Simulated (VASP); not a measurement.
# ZnS (P6_3mc) in VASP: notebook

The runs below take ZnS through single point, with PBE.

All numbers are computed with VASP 6.6.1; they aren't measurements. Logs are shortened: lines on timing, memory, paths and dates and some standing lists are left out, and cuts for length are marked.

**What was measured.**

From a printed reference work, monograph, for a bulk crystal of ZnS at 4 K: band gap 3.911 eV (direct).

The results are compared with them further down.

**1. The cell of the first run**

Symmetry: P6_3mc, No. 186, hexagonal system. The conventional cell has a = 3.593 Å, b = 3.593 Å, c = 13.276 Å, α = 90.00°, β = 90.00°, γ = 120.00°. Zn (site symmetry 3m) has 4 S at 2.23 to 2.49 Å within 3.0 Å. Within 3.0 Å of Zn (site symmetry 3m) lie 4 S at 2.24 to 2.49 Å. Within 3.0 Å of S (site symmetry 3m) lie 4 Zn at 2.24 to 2.49 Å. Within 3.0 Å of S (site symmetry 3m) lie 4 Zn at 2.23 to 2.49 Å.

**2. Single point, PBE (18.55 Å³/atom)**

INCAR reads:

```
  ALGO = Normal
  EDIFF = 1E-7
  ENCUT = 520
  GGA = PE
  ISIF = 2
  ISMEAR = 0
  LASPH = True
  LCHARG = False
  LREAL = False
  LWAVE = False
  NBANDS = 46
  NELM = 80
  PREC = Accurate
  SIGMA = 0.05
```

KPOINTS reads:

```
k-points
0
Gamma
  9 9 4
```

POSCAR reads:

```
ZnS
1.0
    3.5928683020      0.0000000000      0.0000000000
   -1.7964341510      3.1115152220      0.0000000000
    0.0000000000      0.0000000000     13.2760076627
Zn S
4 4
Direct
    0.0000000000      0.0000000000      0.0000492057
    0.0000000000      0.0000000000      0.5000492057
    0.3333333333      0.6666666667      0.2500242903
    0.6666666667      0.3333333333      0.7500242903
    0.0000000000      0.0000000000      0.1872905901
    0.0000000000      0.0000000000      0.6872905901
    0.3333333333      0.6666666667      0.4376359138
    0.6666666667      0.3333333333      0.9376359138
```

Potentials or basis: VASP PAW PBE potentials, release 64 (Zn, S).

Launch:

```
$ cat potpaw_PBE.64/Zn/POTCAR potpaw_PBE.64/S/POTCAR > POTCAR
$ mpirun -np 1 vasp_std > vasp.out
```

OUTCAR:

```text
EDIFF = 1E-7
   ENCUT = 520
   GGA = PE
   ISIF = 2
   ISMEAR = 0
   LASPH = True
   LREAL = False
   NELM = 80
   PREC = Accurate

 ion  position               nearest neighbor table
   1  0.000  0.000  0.000-   8 2.23   8 2.23   8 2.23   5 2.49
   2  0.000  0.000  0.500-   7 2.23   7 2.23   7 2.23   6 2.49
   3  0.333  0.667  0.250-   5 2.24   5 2.24   5 2.24   7 2.49
   4  0.667  0.333  0.750-   6 2.24   6 2.24   6 2.24   8 2.49
   5  0.000  0.000  0.187-   3 2.24   3 2.24   3 2.24   1 2.49
   6  0.000  0.000  0.687-   4 2.24   4 2.24   4 2.24   2 2.49
   7  0.333  0.667  0.438-   2 2.23   2 2.23   2 2.23   3 2.49
   8  0.667  0.333  0.938-   1 2.23   1 2.23   1 2.23   4 2.49

  LATTYP: Found a hexagonal cell.
 ALAT       =     3.5928683020
 C/A-ratio  =     3.6951000000

  Lattice vectors:

 A1 = (   3.5928683020,   0.0000000000,   0.0000000000)
 A2 = (  -1.7964341510,   3.1115152220,   0.0000000000)
 A3 = (   0.0000000000,   0.0000000000,  13.2760076627)

Analysis of symmetry for initial positions (statically):
=====================================================================
 Subroutine PRICEL returns:
 Original cell was already a primitive cell.

 Routine SETGRP: Setting up the symmetry group for a
 hexagonal supercell.

 Subroutine GETGRP returns: Found 12 space group operations
 (whereof  6 operations were pure point group operations)
 out of a pool of 24 trial point group operations.

The static configuration has the point symmetry C_3v.
 The point group associated with its full space group is C_6v.

Analysis of symmetry for dynamics (positions and initial velocities):
=====================================================================
 Subroutine PRICEL returns:
 Original cell was already a primitive cell.

 Routine SETGRP: Setting up the symmetry group for a
 hexagonal supercell.

 Subroutine GETGRP returns: Found 12 space group operations
 (whereof  6 operations were pure point group operations)
 out of a pool of 24 trial point group operations.

The dynamic configuration has the point symmetry C_3v.
 The point group associated with its full space group is C_6v.

 Subroutine INISYM returns: Found 12 space group operations
 (whereof  6 operations are pure point group operations),
 and found     1 'primitive' translations

----------------------------------------------------------------------------------------

                                     Primitive cell

  volume of cell :     148.4160

  direct lattice vectors                    reciprocal lattice vectors
     3.592868302  0.000000000  0.000000000     0.278329155  0.160693413  0.000000000
    -1.796434151  3.111515222  0.000000000     0.000000000  0.321386826  0.000000000
     0.000000000  0.000000000 13.276007663     0.000000000  0.000000000  0.075323849

  length of vectors
     3.592868302  3.592868302 13.276007663     0.321386826  0.321386826  0.075323849

  position of ions in fractional coordinates (direct lattice)
     0.000000000  0.000000000  0.000049206
     0.000000000  0.000000000  0.500049206
     0.333333333  0.666666667  0.250024290
     0.666666667  0.333333333  0.750024290
     0.000000000  0.000000000  0.187290590
     0.000000000  0.000000000  0.687290590
     0.333333333  0.666666667  0.437635914
     0.666666667  0.333333333  0.937635914

  ion indices of the primitive-cell ions
   primitive index   ion index
                 1           1
                 2           2
                 3           3
                 4           4
                 5           5
                 6           6
                 7           7
                 8           8

----------------------------------------------------------------------------------------

 KPOINTS: k-points

Automatic generation of k-mesh.
 Grid dimensions read from file:
 generate k-points for:    9    9    4

 Generating k-lattice:

  Cartesian coordinates                     Fractional coordinates (reciprocal lattice)
     0.030925462  0.017854824  0.000000000     0.111111111  0.000000000  0.000000000
     0.000000000  0.035709647  0.000000000     0.000000000  0.111111111  0.000000000
     0.000000000  0.000000000  0.018830962     0.000000000  0.000000000  0.250000000

  Length of vectors
     0.035709647  0.035709647  0.018830962

  Shift w.r.t. Gamma in fractional coordinates (k-lattice)
     0.000000000  0.000000000  0.000000000

 Subroutine IBZKPT returns following result:
 ===========================================

 Found     36 irreducible k-points:

 Following reciprocal coordinates:
            Coordinates               Weight
  0.000000  0.000000  0.000000      1.000000
  0.111111 -0.000000  0.000000      6.000000
  0.222222 -0.000000  0.000000      6.000000
  0.333333 -0.000000  0.000000      6.000000
  0.444444 -0.000000  0.000000      6.000000
  0.111111  0.111111  0.000000      6.000000
[... 16 lines left out ...]
  0.333333  0.222222  0.250000     24.000000
  0.333333  0.333333  0.250000      4.000000
 [... further k-points ...]
   k-points           NKPTS =     36   k-points in BZ     NKDIM =     36   number of bands    NBANDS=     46
   number of dos      NEDOS =    301   number of ions     NIONS =      8
   total plane-waves  NPLWV =  78400
   dimension x,y,z NGX =    28 NGY =   28 NGZ =  100
   dimension x,y,z NGXF=    56 NGYF=   56 NGZF=  200
   ions per type =               4   4
   NGX,Y,Z   is equivalent  to a cutoff of  12.96, 12.96, 12.52 a.u.
   NGXF,Y,Z  is equivalent  to a cutoff of  25.91, 25.91, 25.04 a.u.
 SYSTEM =  unknown system
   PREC   = accura    normal or accurate (medium, high low for compatibility)
   ISTART =      0    job   : 0-new  1-cont  2-samecut
   ICHARG =      2    charge: 1-file 2-atom 10-const
   ISPIN  =      1    spin polarized calculation?
   LNONCOLLINEAR =      F non collinear calculations
   LSORBIT =      F    spin-orbit coupling
   LASPH  =      T    aspherical Exc in radial PAW
   ENCUT  =  520.0 eV  38.22 Ry    6.18 a.u.   6.68  6.68 24.68*2*pi/ulx,y,z
   NELM   =     80;   NELMIN=  2; NELMDL= -5     # of ELM steps
   EDIFF  = 0.1E-06   stopping-criterion for ELM
   LREAL  =      F    real-space projection
   EDIFFG = 0.1E-05   stopping-criterion for IOM
   NSW    =      0    number of steps for IOM
   IBRION =     -1    ionic relax: 0-MD 1-quasi-New 2-CG
   NFREE  =      0    steps in history (QN), initial steepest desc. (CG)
   ISIF   =      2    stress and relaxation
   ISYM   =      2    0-nonsym 1-usesym 2-fastsym
   POTIM  = 0.5000    time-step for ionic-motion
   TEBEG  =    0.0;   TEEND  =   0.0 temperature during run
   PSTRESS=    0.0 pullay stress
   NELECT =      72.0000    total number of electrons
   NUPDOWN=      -1.0000    fix difference up-down
   EMIN   =  10.00;   EMAX   =-10.00  energy-range for DOS
   EFERMI =   0.00;   METHOD = LEGACY
   ISMEAR =     0;   SIGMA  =   0.05  broadening in eV -4-tet -1-fermi 0-gaus
   EFERMI_NEDOS =   21; number of points for ismear=-14 and -15
   IALGO  =     38    algorithm
   IMIX   =      4    mixing-type and parameters
     AMIX     =   0.40;   BMIX     =  1.00
     AMIX_MAG =   1.60;   BMIX_MAG =  1.00
  volume/ion in A,a.u.               =      18.55       125.20
  Fermi-wavevector in a.u.,A,eV,Ry     =   1.286349  2.430847 22.513469  1.654693
  Thomas-Fermi vector in A             =   2.418429
   LORBIT       =      0    0 simple, 1 ext, 2 COOP (PROOUT), +10 PAW based schemes
   GGA     = PE    functional components
   LHFCALC =     F    Hartree Fock is set to
   AEXX    =    0.0000 exact exchange contribution
   IVDW    =     0    specifies the selected vdW correction
   LEPSILON=     F    determine dielectric tensor
   LRPA    =     F    only Hartree local field effects (RPA)
 non-spin polarized calculation
 Gauss-broadening in eV      SIGMA  =   0.05
  energy-cutoff  :      520.00
  volume of cell :      148.42
 maximum number of plane-waves:      4027
 NGX is ok and might be reduce to    28
   NGX = 13   NGY = 13   NGZ = 49

 number of electron      72.0000047 magnetization

 Free energy of the ion-electron system (eV)
  ---------------------------------------------------
  ext. energy  EPLUGINS =         0.00000000
  ---------------------------------------------------
  free energy    TOTEN  =       -26.40630884 eV

  energy without entropy =      -26.40630884  energy(sigma->0) =      -26.40630884

 E-fermi :   3.1992     XC(G=0):  -9.9167

 val. band max:        2.9270967180   @ k =   0.0000   0.0000   0.0000
 cond. band min:       4.7893798663   @ k =   0.0000   0.0000   0.0000
 fundamental gap:      1.8622831482
 Fermi energy:         3.1992331130

 k-point     1 :       0.0000    0.0000    0.0000
  band No.  band energies     occupation
      1     -10.9285      2.00000
      2     -10.5843      2.00000
      3     -10.5813      2.00000
      4     -10.1763      2.00000
      5      -3.9641      2.00000
      6      -3.9641      2.00000
[... 38 lines left out ...]
     45       9.6467      0.00000
     46       9.9145      0.00000

 k-point     2 :       0.1111   -0.0000    0.0000
  band No.  band energies     occupation
      1     -10.8232      2.00000
      2     -10.4900      2.00000
      3     -10.4872      2.00000
      4     -10.0984      2.00000
      5      -3.9799      2.00000
      6      -3.9565      2.00000
[... 38 lines left out ...]
     45       9.7310      0.00000
     46       9.9154      0.00000

 k-point     3 :       0.2222   -0.0000    0.0000
  band No.  band energies     occupation
      1     -10.5331      2.00000
      2     -10.2354      2.00000
      3     -10.2332      2.00000
      4      -9.8951      2.00000
      5      -4.0163      2.00000
      6      -3.9830      2.00000
[... 38 lines left out ...]
     45      10.0354      0.00000
     46      10.3039      0.00000

 k-point     4 :       0.3333   -0.0000    0.0000
  band No.  band energies     occupation
      1     -10.1442      2.00000
      2      -9.9127      2.00000
      3      -9.9104      2.00000
      4      -9.6601      2.00000
      5      -4.0296      2.00000
      6      -3.9829      2.00000
[... 920 lines left out ...]
     45       9.9839      0.00000
     46      10.2336      0.00000

 k-point    23 :       0.3333    0.2222    0.2500
  band No.  band energies     occupation
      1      -9.6711      2.00000
      2      -9.6176      2.00000
      3      -9.5433      2.00000
      4      -9.4922      2.00000
      5      -3.9064      2.00000
      6      -3.8891      2.00000
[... 38 lines left out ...]
     45      10.0220      0.00000
     46      10.3869      0.00000

 k-point    24 :       0.3333    0.3333    0.2500
  band No.  band energies     occupation
      1      -9.5218      2.00000
      2      -9.5193      2.00000
      3      -9.5193      2.00000
      4      -9.5167      2.00000
      5      -3.8954      2.00000
      6      -3.8954      2.00000
[... 38 lines left out ...]
     45      10.7736      0.00000
     46      11.0174      0.00000

 [... further k-points ...]

------------------------ aborting loop because EDIFF is reached ----------------------------------------

  FORCE on cell =-STRESS in cart. coord.  units (eV):
  Direction    XX          YY          ZZ          XY          YZ          ZX
  --------------------------------------------------------------------------------------
  -------------------------------------------------------------------------------------
  Total       14.0125950     14.0125950     -2.7617510      0.0000000      0.0000000      0.0000000
  in kB      151.2684750    151.2684750    -29.8135967      0.0000000      0.0000000      0.0000000
  external PRESSURE =      90.9077844 kB  Pullay stress =       0.0000000 kB

 VOLUME and BASIS-vectors are now :
 -----------------------------------------------------------------------------
  energy-cutoff  :      520.00
  volume of cell :      148.42
      direct lattice vectors                 reciprocal lattice vectors
     3.592868302  0.000000000  0.000000000     0.278329155  0.160693413  0.000000000
    -1.796434151  3.111515222  0.000000000     0.000000000  0.321386826  0.000000000
     0.000000000  0.000000000 13.276007663     0.000000000  0.000000000  0.075323849

 POSITION                                       TOTAL-FORCE (eV/Angst)
 -----------------------------------------------------------------------------------
      0.00000      0.00000      0.00065        -0.000000      0.000000      0.792262
      0.00000      0.00000      6.63866         0.000000     -0.000000      0.792262
     -0.00000      2.07434      3.31932         0.000000      0.000000      0.771563
      1.79643      1.03717      9.95733        -0.000000     -0.000000      0.771563
      0.00000      0.00000      2.48647         0.000000      0.000000     -0.771522
      0.00000      0.00000      9.12448        -0.000000      0.000000     -0.771522
     -0.00000      2.07434      5.81006         0.000000      0.000000     -0.792303
      1.79643      1.03717     12.44806        -0.000000      0.000000     -0.792303
 -----------------------------------------------------------------------------------
    total drift:                               -0.000001     -0.000001     -0.000384

  FREE ENERGIE OF THE ION-ELECTRON SYSTEM (eV)
  ---------------------------------------------------
  free  energy   TOTEN  =       -26.4063088363 eV

  energy  without entropy=      -26.4063088363  energy(sigma->0) =      -26.40630884
```

Wall time 3.8 min (1 thread of Intel Xeon Platinum 8488C (Sapphire Rapids), shared host); peak memory 0.37 GiB.

What came out:

```
Free energy            : -26.4063 eV
Pressure               : 9.1 GPa
Largest force          : 0.792 eV/Å
Band gap on the k mesh : 1.86 eV
```

Forces in eV/Å, atoms in the order of the input:
```
Zn   0.000  0.000  0.792
Zn   0.000  0.000  0.792
Zn   0.000  0.000  0.772
Zn   0.000  0.000  0.772
S    0.000  0.000 -0.772
S    0.000  0.000 -0.772
S    0.000  0.000 -0.792
S    0.000  0.000 -0.792
```

Levels at points of the mesh, in eV from the valence-band top:
```tsv
k point	band 33	band 34	band 35	band 36	band 37	band 38	band 39	band 40
(0.00, 0.00, 0.00)	-0.33	-0.33	0.00	0.00	1.86	3.98	4.01	4.11
(0.00, 0.00, 0.50)	-0.10	-0.10	-0.10	-0.10	3.00	3.00	4.06	4.06
```

Caveat: the stress differs along the axes, from -3 to 15 GPa.

**3. Single point, PBE (20.16 Å³/atom)**

This run uses another cell than the first one, of 20.16 Å³/atom.

INCAR reads:

```
PREC = Accurate
ENCUT = 520
EDIFF = 1E-6
ISMEAR = 0
SIGMA = 0.05
LREAL = F
LASPH = T
NELM = 100
ALGO = Normal
ISIF = 2
LWAVE = F
LCHARG = F
GGA = PE
NBANDS = 46
```

KPOINTS reads:

```
Automatic mesh
0
Gamma
  9 9 4
```

POSCAR: that of step 2 with these lines changed.

```diff
@@ -2,5 +2,5 @@
 1.0
-    3.5928683020      0.0000000000      0.0000000000
-   -1.7964341510      3.1115152220      0.0000000000
-    0.0000000000      0.0000000000     13.2760076627
+    3.7695760453      0.0000000000      0.0000000000
+   -1.8847880226      3.2645486167      0.0000000000
+    0.0000000000      0.0000000000     13.1090776551
 Zn S
```

Potentials or basis: VASP PAW PBE potentials, release 64 (Zn, S).

Launch:

```
$ cat potpaw_PBE.64/Zn/POTCAR potpaw_PBE.64/S/POTCAR > POTCAR
$ mpirun -np 1 vasp_std > vasp.out
```

Wall time 4.6 min (1 thread of Intel Xeon Platinum 8488C (Sapphire Rapids), shared host); peak memory 0.38 GiB.

Results (log left out):

```yaml
Free_energy: -27.2471 eV
Pressure: 0.6 GPa
Largest_force: 0.269 eV/Å
Band_gap_on_the_k_mesh: 1.90 eV
```

Forces on the atoms (eV/Å):
```
Zn   0.000  0.000  0.269
Zn   0.000  0.000  0.269
Zn   0.000  0.000  0.259
Zn   0.000  0.000  0.259
S    0.000  0.000 -0.260
S    0.000  0.000 -0.260
S    0.000  0.000 -0.269
S    0.000  0.000 -0.269
```

Stress tensor (GPa, compression positive):
```
 2.99  0.00  0.00
 0.00  2.99  0.00
 0.00  0.00 -4.27
```

Levels at points of the mesh, in eV from the valence-band top:
| k point | band 33 | band 34 | band 35 | band 36 | band 37 | band 38 | band 39 | band 40 |
| --- | --- | --- | --- | --- | --- | --- | --- | --- |
| (0.00, 0.00, 0.00) | -0.36 | -0.29 | 0.00 | 0.00 | 1.90 | 3.48 | 3.51 | 3.68 |
| (0.00, 0.00, 0.50) | -0.11 | -0.11 | -0.11 | -0.11 | 2.85 | 2.85 | 3.55 | 3.55 |

Caveat: the stress differs along the axes, from -4 to 3 GPa.

(Continued in part 2 of 2.)
